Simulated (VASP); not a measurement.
# KCl (Fm-3m) in VASP: a series of runs, part 2 of 2

VASP 6.6.1.

**3. Single point, PBEsol**

This run uses another cell than the first one, of 30.39 Å³/atom, 0.967 times its volume.

Contents of INCAR:

```
SYSTEM = KCl
PREC = Accurate
ENCUT = 520
EDIFF = 1E-6
ISMEAR = 0
SIGMA = 0.02
LREAL = .False.
LASPH = .True.
NELM = 60
ALGO = Normal
ISIF = 2
LWAVE = .False.
LCHARG = .False.
GGA = PS
NBANDS = 15
```

Contents of KPOINTS:

```
regular mesh
0
Gamma
  6 6 6
  0 0 0
```

Contents of POSCAR:

```
KCl
1.0
    0.0000000000      3.1207041358      3.1207041358
    3.1207041358      0.0000000000      3.1207041358
    3.1207041358      3.1207041358      0.0000000000
K Cl
1 1
Direct
    0.0000000000      0.0000000000      0.0000000000
    0.5000000000      0.5000000000      0.5000000000
```

Potentials or basis: VASP PAW PBE potentials, release 64 (K_sv, Cl).

On the command line:

```bash
> cat potpaw_PBE.64/K_sv/POTCAR potpaw_PBE.64/Cl/POTCAR > POTCAR
> mpirun -np 1 vasp_std > vasp.out
```

It took 20 s on 1 thread of AMD EPYC 7R43 (Zen 3), shared host; peak memory 0.16 GiB.

It converged, with:

```
Free energy            : -7.0231 eV
Pressure               : 0.1 GPa
Band gap on the k mesh : 5.10 eV, direct
```

Levels at points of the mesh, in eV from the valence-band top:
```csv
k point,band 4,band 5,band 6,band 7,band 8,band 9,band 10,band 11,band 12,band 13
"(0.00, 0.00, 0.00)",-10.51,-10.51,0.00,0.00,0.00,5.10,8.30,8.30,8.30,9.20
"(0.50, 0.00, 0.00)",-10.52,-10.26,-1.13,-0.35,-0.35,7.49,8.58,10.56,10.56,11.39
"(0.50, 0.50, 0.00)",-10.58,-10.58,-0.69,-0.23,-0.23,6.37,8.34,10.05,10.23,10.67
```

Caveat: the PAW data sets were made with another functional, which shifts forces and pressure a little.

**4. Single point, PBEsol**

Contents of INCAR:

```
PREC = Accurate
ENCUT = 520
EDIFF = 1E-6
ISMEAR = 0
SIGMA = 0.1
LREAL = False
LASPH = True
NELM = 60
ALGO = Normal
ISIF = 2
LWAVE = False
LCHARG = False
GGA = PS
NBANDS = 15
```

Contents of KPOINTS:

```
regular mesh
0
Gamma
  6 6 6
```

Contents of POSCAR:

```
KCl
1.0
    0.0000000000      3.1561000000      3.1561000000
    3.1561000000      0.0000000000      3.1561000000
    3.1561000000      3.1561000000      0.0000000000
K Cl
1 1
Direct
    0.0000000000      0.0000000000      0.0000000000
    0.5000000000      0.5000000000      0.5000000000
```

On the command line:

```bash
> cat potpaw_PBE.64/K_sv/POTCAR potpaw_PBE.64/Cl/POTCAR > POTCAR
> mpirun -np 1 vasp_std > vasp.out
```

Run time: 20 s. Hardware: 1 thread of AMD EPYC 7R43 (Zen 3), shared host; peak memory 0.17 GiB.

Results (log left out):

| Quantity | Value |
| --- | --- |
| Free energy | -7.0206 eV |
| Pressure | -0.5 GPa |
| Band gap on the k mesh | 4.99 eV, direct |

Levels at points of the mesh, in eV from the valence-band top:
```
           k point  band 6  band 7  band 8  band 9  band 10  band 11
(0.00, 0.00, 0.00)    0.00    0.00    0.00    4.99     8.29     8.29
(0.50, 0.00, 0.00)   -1.07   -0.33   -0.33    7.40     8.45    10.45
(0.50, 0.50, 0.00)   -0.67   -0.23   -0.23    6.41     8.19     9.85
```

Caveat: the PAW data sets were made with another functional, which shifts forces and pressure a little.

**5. Relaxation of cell and atoms, PBEsol**

Contents of INCAR:

```
  PREC = Accurate
  ENCUT = 600
  EDIFF = 1E-6
  ISMEAR = 0
  SIGMA = 0.02
  LREAL = False
  LASPH = True
  NELM = 80
  ALGO = Normal
  ISIF = 3
  LWAVE = False
  LCHARG = False
  GGA = PS
  IBRION = 2
  NSW = 100
  EDIFFG = -0.005
```

Contents of KPOINTS:

```
Automatic mesh
0
Gamma
  6 6 6
```

POSCAR is that of step 4.

Potentials or basis: VASP PAW PBE potentials, release 64 (K_sv, Cl).

On the command line:

```bash
> cat potpaw_PBE.64/K_sv/POTCAR potpaw_PBE.64/Cl/POTCAR > POTCAR
> mpirun -np 1 vasp_std > vasp.out
```

OUTCAR:

```text
PREC = Accurate
   ENCUT = 600
   EDIFF = 1E-6
   ISMEAR = 0
   LREAL = False
   LASPH = True
   NELM = 80
   ISIF = 3
   GGA = PS
   IBRION = 2
   NSW = 100
   EDIFFG = -0.005

 ion  position               nearest neighbor table
   1  0.000  0.000  0.000-   2 3.16   2 3.16   2 3.16   2 3.16   2 3.16   2 3.16
   2  0.500  0.500  0.500-   1 3.16   1 3.16   1 3.16   1 3.16   1 3.16   1 3.16

  LATTYP: Found a face centered cubic cell.
 ALAT       =     6.3122000000

  Lattice vectors:

 A1 = (   0.0000000000,   3.1561000000,   3.1561000000)
 A2 = (   3.1561000000,   0.0000000000,   3.1561000000)
 A3 = (   3.1561000000,   3.1561000000,   0.0000000000)

Analysis of symmetry for initial positions (statically):
=====================================================================
[... 172 lines left out ...]
  Total       -0.1912479     -0.1912479     -0.1912479      0.0000000      0.0000000      0.0000000
  in kB       -4.8733195     -4.8733195     -4.8733195      0.0000000      0.0000000      0.0000000
  external PRESSURE =      -4.8733195 kB  Pullay stress =       0.0000000 kB
[... 95 lines left out ...]
--------------------------------------- Ionic step        4  -------------------------------------------

 number of electron      16.0000002 magnetization

 Free energy of the ion-electron system (eV)
  ---------------------------------------------------
  ext. energy  EPLUGINS =         0.00000000
  ---------------------------------------------------
  free energy    TOTEN  =        -7.02341287 eV

  energy without entropy =       -7.02341287  energy(sigma->0) =       -7.02341287

 E-fermi :  -1.7099     XC(G=0):  -7.8041

 val. band max:       -1.8286697226   @ k =   0.0000   0.0000   0.0000
 cond. band min:       3.2561204566   @ k =   0.0000   0.0000   0.0000
 fundamental gap:      5.0847901792
 Fermi energy:        -1.7099137495

 k-point     1 :       0.0000    0.0000    0.0000
  band No.  band energies     occupation
      1     -28.8263      2.00000
      2     -13.9423      2.00000
      3     -12.3536      2.00000
      4     -12.3536      2.00000
      5     -12.3536      2.00000
      6      -1.8287      2.00000
      7      -1.8287      2.00000
      8      -1.8287      2.00000
      9       3.2561      0.00000
     10       6.4726      0.00000
     11       6.4726      0.00000
     12       6.4726      0.00000
[... 252 lines left out ...]
  FREE ENERGIE OF THE ION-ELECTRON SYSTEM (eV)
  ---------------------------------------------------
  free  energy   TOTEN  =        -7.0234128691 eV

  energy  without entropy=       -7.0234128691  energy(sigma->0) =       -7.02341287

 reached required accuracy - stopping structural energy minimisation
```

Wall time 50 s (1 thread of AMD EPYC 7R43 (Zen 3), shared host); peak memory 0.18 GiB.

What came out:

```yaml
Free_energy: -7.0234 eV
Relaxed_volume: 30.55 Å³/atom
Relaxed_cell: a = 4.421 Å, b = 4.421 Å, c = 4.421 Å, α = 60.00°, β = 60.00°, γ = 60.00°
Space_group_after_relaxing_to_0.05_Å: Fm-3m (No. 225)
Energy_gained_by_relaxing: 1.4 meV/atom
Ionic_steps: 4
Pressure_after_relaxing: 0.0 GPa
Band_gap_on_the_k_mesh: 5.08 eV, direct
```

Step by step:
```csv
step,energy change (eV),largest force (eV/Å),pressure (GPa),volume (Å³)
1,0.0000,0.0000,-0.49,62.88
2,-0.0020,0.0000,-0.26,62.01
3,-0.0027,0.0000,-0.04,61.24
4,-0.0028,0.0000,0.01,61.11
```

Final structure:
```yaml
crystal:
  lattice:
    - [0.00000, 3.12623, 3.12623]
    - [3.12623, 0.00000, 3.12623]
    - [3.12623, 3.12623, 0.00000]
  atoms:
    - { symbol: K, position: [0.00000, 0.00000, 0.00000] }
    - { symbol: Cl, position: [0.50000, 0.50000, 0.50000] }
```

Levels at points of the mesh, in eV from the valence-band top:
```
           k point  band 4  band 5  band 6  band 7  band 8  band 9  band 10  band 11  band 12
(0.00, 0.00, 0.00)  -10.52  -10.52    0.00    0.00    0.00    5.08     8.30     8.30     8.30
(0.50, 0.00, 0.00)  -10.54  -10.28   -1.12   -0.35   -0.35    7.48     8.56    10.54    10.54
(0.50, 0.50, 0.00)  -10.59  -10.59   -0.69   -0.23   -0.23    6.38     8.31    10.02    10.22
```

Caveat: the PAW data sets were made with another functional, which shifts forces and pressure a little.

**6. Single point, PBEsol (strained)**

Contents of INCAR:

```
PREC = Accurate
ENCUT = 520
EDIFF = 1E-6
ISMEAR = 0
SIGMA = 0.02
LREAL = F
LASPH = T
NELM = 80
ALGO = Normal
ISIF = 2
LWAVE = F
LCHARG = F
GGA = PS
NBANDS = 15
```

Contents of KPOINTS:

```
regular mesh
0
Gamma
  6 6 6
```

Contents of POSCAR:

```
KCl
1.0
    0.0000000000      3.1077801090      3.1077801090
    3.1077801090      0.0000000000      3.1077801090
    3.1077801090      3.1077801090      0.0000000000
K Cl
1 1
Direct
    0.0000000000      0.0000000000      0.0000000000
    0.5000000000      0.5000000000      0.5000000000
```

Potentials or basis: VASP PAW PBE potentials, release 64 (K_sv, Cl).

On the command line:

```bash
> cat potpaw_PBE.64/K_sv/POTCAR potpaw_PBE.64/Cl/POTCAR > POTCAR
> mpirun -np 1 vasp_std > vasp.out
```

Run time: 16 s. Hardware: 1 thread of AMD EPYC 7R13, shared host; peak memory 0.2 GiB.

It converged, with:

- Free energy: -7.0221 eV
- Pressure: 0.3 GPa
- Band gap on the k mesh: 5.14 eV, direct

Levels at points of the mesh, in eV from the valence-band top:
| k point | band 5 | band 6 | band 7 | band 8 | band 9 | band 10 | band 11 | band 12 |
| --- | --- | --- | --- | --- | --- | --- | --- | --- |
| (0.00, 0.00, 0.00) | -10.48 | 0.00 | 0.00 | 0.00 | 5.14 | 8.31 | 8.31 | 8.31 |
| (0.50, 0.00, 0.00) | -10.22 | -1.15 | -0.37 | -0.37 | 7.53 | 8.63 | 10.60 | 10.60 |
| (0.50, 0.50, 0.00) | -10.55 | -0.70 | -0.24 | -0.24 | 6.36 | 8.39 | 10.12 | 10.25 |

Caveat: the cell differs from its parent crystal (strained); the PAW data sets were made with another functional, which shifts forces and pressure a little.

**7. The runs side by side**

| task | cell | cutoff (eV) | smearing | gap on the mesh (eV) | pressure (GPa) |
| --- | --- | --- | --- | --- | --- |
| single point | a = 4.463 Å, angles 60.0°, 2 atoms | 520 | gaussian 0.1 eV | 4.99 | -0.5 |
| single point | a = 4.413 Å, angles 60.0°, 2 atoms | 520 | gaussian 0.02 eV | 5.10 | 0.1 |
| relaxation of cell and atoms | relaxed from a = 4.463 Å, angles 60.0°, 2 atoms | 600 | gaussian 0.02 eV | 5.08 | 0.0 |
| single point | a = 4.395 Å, angles 60.0°, 2 atoms | 520 | gaussian 0.02 eV | 5.14 | 0.3 |

Alike in all rows: level PBEsol; potentials or basis VASP PAW PBE potentials, release 64 (K_sv, Cl); no spin polarisation; k mesh 6 × 6 × 6.

Caveats: the PAW data sets were made with another functional, which shifts forces and pressure a little.

Absolute energies hang on the potentials; compare differences alone.

**8. How close it comes**

Step 2. Measured gap of KCl: 8.68 eV (a printed reference work, monograph). This calculation gives 4.99 eV (-3.69 eV). The value is that of PBEsol, without temperature or zero-point motion. Semilocal functionals fall short of measured gaps as a rule.

Step 3. Measured gap of KCl: 8.68 eV (a printed reference work, monograph). This calculation gives 5.10 eV (-3.58 eV). The value is that of PBEsol, without temperature or zero-point motion. Semilocal functionals fall short of measured gaps as a rule.

Step 4. Against the measured gap of KCl, 8.68 eV (a printed reference work, monograph), the calculated 4.99 eV is off by -3.69 eV. The value is that of PBEsol, without temperature or zero-point motion. Semilocal functionals fall short of measured gaps as a rule.
